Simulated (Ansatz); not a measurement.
# GaS: the cost of one run

Computed with Ansatz 0.2.0 through its Python package. Level of theory: DFT PBE, plane waves, PAW.

## Step 1: Starting point

Symmetry: P6_3/mmc, No. 194, hexagonal system. Conventional cell: a = 3.585 Å, b = 3.585 Å, c = 15.500 Å, α = 90.00°, β = 90.00°, γ = 120.00°. Ga (site symmetry 3m) is surrounded by 3 S at 2.34 Å and 1 Ga at 2.48 Å. S (site symmetry 3m) is surrounded by 3 Ga at 2.34 Å.

No structure file is read: the coordinates are typed or built in the script.

## Step 2: Script

File slab_gas.py:

```python
import argparse

import ansatz as az
from ase import Atoms
from ase.build import surface
import numpy as np

parser = argparse.ArgumentParser(description='Cutting and solving a surface of GaS.')
parser.add_argument('--occupations', required=True, help='how the bands are filled')
parser.add_argument('--smearing-width', type=float, required=True, help='smearing width (eV)')
args = parser.parse_args()

atoms = Atoms(
    ['Ga', 'Ga', 'Ga', 'Ga', 'S', 'S', 'S', 'S'],
    scaled_positions=[
        (1 / 3, 2 / 3, 0.17),
        (2 / 3, 1 / 3, 0.67),
        (1 / 3, 2 / 3, 0.33),
        (2 / 3, 1 / 3, 0.83),
        (1 / 3, 2 / 3, 0.6),
        (2 / 3, 1 / 3, 0.1),
        (1 / 3, 2 / 3, 0.9),
        (2 / 3, 1 / 3, 0.4),
    ],
    cell=[
        (3.585, 0.0, 0.0),
        (-1.7925, 3.10470107, 0.0),
        (0.0, 0.0, 15.5),
    ],
    pbc=True,
)
slab = surface(atoms, (0, 0, 1), 2, vacuum=7.0)
slab.pbc = True

print(slab.get_chemical_formula(), 'area {:.3f} A^2, cell height {:.2f} A'.format(np.linalg.norm(np.cross(slab.cell[0], slab.cell[1])), slab.cell[2, 2]))


def settings(structure):
    return (
        az.Crystal.from_ase(structure).calculation()
        .functional(az.Functional.PBE)
        .basis(17 * az.Ha)
        .occupations(args.occupations, width=args.smearing_width)
    )


calculation = (
    settings(slab)
    .kpoints(6, 6, 1)
    .electric_field(axis=3, dipole_correction=True)
    .relax(force_tolerance=0.03, max_steps=30)
)
done = calculation.run(threads=1, backend='cpu')
data = done.report

print(f'slab free energy {data["free_energy_ev"]:.4f} eV, Fermi level {data["fermi_energy_ev"]:.3f} eV')
for key, value in data['work_function'].items():
    if isinstance(value, float):
        print(f'{key:34s} {value:12.5f}')

print('atom   z before  z after (A)')
for atom, site in zip(slab, done.lattice.sites):
    print(f'{atom.symbol:3s} {atom.z:9.3f} {site.position_ang[2]:9.3f}')
```

## Step 3: What the engine is handed

The engine receives this input:

```yaml
crystal:
  lattice:
    - [3.585, 0.0, 0.0]
    - [-1.7924999999999998, 3.10470107, 0.0]
    - [0.0, -0.0, 41.900000000000006]
  atoms:
    - { symbol: Ga, position: [0.33333333333333326, 0.6666666666666666, 0.19295942720763717] }
    - { symbol: Ga, position: [0.6666666666666665, 0.3333333333333333, 0.3779236276849641] }
    - { symbol: Ga, position: [0.33333333333333326, 0.6666666666666666, 0.2521479713603818] }
    - { symbol: Ga, position: [0.6666666666666665, 0.3333333333333333, 0.4371121718377088] }
    - { symbol: S, position: [0.33333333333333326, 0.6666666666666666, 0.35202863961813835] }
    - { symbol: S, position: [0.6666666666666665, 0.3333333333333333, 0.1670644391408114] }
    - { symbol: S, position: [0.33333333333333326, 0.6666666666666666, 0.4630071599045346] }
    - { symbol: S, position: [0.6666666666666665, 0.3333333333333333, 0.2780429594272076] }
    - { symbol: Ga, position: [0.33333333333333326, 0.6666666666666666, 0.5628878281622912] }
    - { symbol: Ga, position: [0.6666666666666665, 0.3333333333333333, 0.747852028639618] }
    - { symbol: Ga, position: [0.33333333333333326, 0.6666666666666666, 0.6220763723150358] }
    - { symbol: Ga, position: [0.6666666666666665, 0.3333333333333333, 0.8070405727923627] }
    - { symbol: S, position: [0.33333333333333326, 0.6666666666666666, 0.7219570405727922] }
    - { symbol: S, position: [0.6666666666666665, 0.3333333333333333, 0.5369928400954654] }
    - { symbol: S, position: [0.33333333333333326, 0.6666666666666666, 0.8329355608591885] }
    - { symbol: S, position: [0.6666666666666665, 0.3333333333333333, 0.6479713603818614] }
basis:
  ecutwfc: 462.593566181796
kpoints:
  mp_grid:
    grid: [6, 6, 1]
hamiltonian:
  xc: pbe
efield:
  axis: 3
  dipole_correction: true
scf:
  occupations:
    method: fermi_dirac
    width: 0.1
relax:
  f_tol: 0.03
  max_steps: 30
```

## Step 4: The run

Run with:

```console
python slab_gas.py --occupations fermi_dirac --smearing-width 0.1
```

**Question.** How long does this script take on 1 thread of Arm Neoverse V1, shared host, and how much memory does it need?

About 4.9 min, with a peak of 0.92 GiB.
